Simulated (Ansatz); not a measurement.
Two inputs for TiO2

Cell: an entry of the Crystallography Open Database (COD), taken as it stands.

Space group P4_2/mnm (No. 136); a = 4.5940, c = 2.9590 Å.

| site | Wyckoff | site symmetry | x | y | z |
| --- | --- | --- | --- | --- | --- |
| Ti | 2a | m.mm | 0.0000 | 0.0000 | 0.0000 |
| O | 4f | m.2m | 0.3060 | 0.3060 | 0.0000 |

One atom of each set is listed.

Reference run. Method: Kohn–Sham DFT in Ansatz, PBE, plane waves and PAW, scalar-relativistic, 420 eV cutoff, Γ-centred 7×7×10 k-points, Fermi–Dirac smearing 0.02 eV.

Q: The input is changed as follows: `kpoints.mp_grid.grid`: [7, 7, 10] → [1, 1, 1]; `scf.max_iter`: not typed → 75. What happens to V_zz (10²¹ V/m²) and η?

A: 

| site | V_zz reference | η reference | V_zz changed | η changed |
| --- | --- | --- | --- | --- |
| Ti | -2.65 | 0.49 | 5.94 | 0.82 |
| O | 2.33 | 0.88 | 3.18 | 0.60 |

The largest change of V_zz along a kept axis is on O, from 2.33 to 3.18. The whole tensor moves most on Ti, by 7.39 along its most changed direction. In per cent, |V_zz| changes by +36 on O (all sites that start above 0.5, bar those whose gradient vanishes or changes sign or whose main axis turns by over 40°). Where |V_zz| stays above 0.1 and the axes keep their order, η moves most on O, from 0.88 to 0.60. On Ti the largest principal value lies along another axis in the second run, so the two V_zz can't be compared directly. At these positions the changed run has forces up to 5.0 eV/Å, so its atoms aren't at their own equilibrium. Its pressure is 18 GPa, against 5 GPa in the reference run. SCF iterations: 6 and 9. The changed input holds the Γ point alone as its k-mesh, so its numbers aren't properties of the crystal.

On the reference run: At this cell the PBE pressure is 5 GPa, so with PBE the cell would grow if it were relaxed. The values hang on the deposited positions: relaxing the atoms moves V_zz on Ti from -2.65 to -2.01.
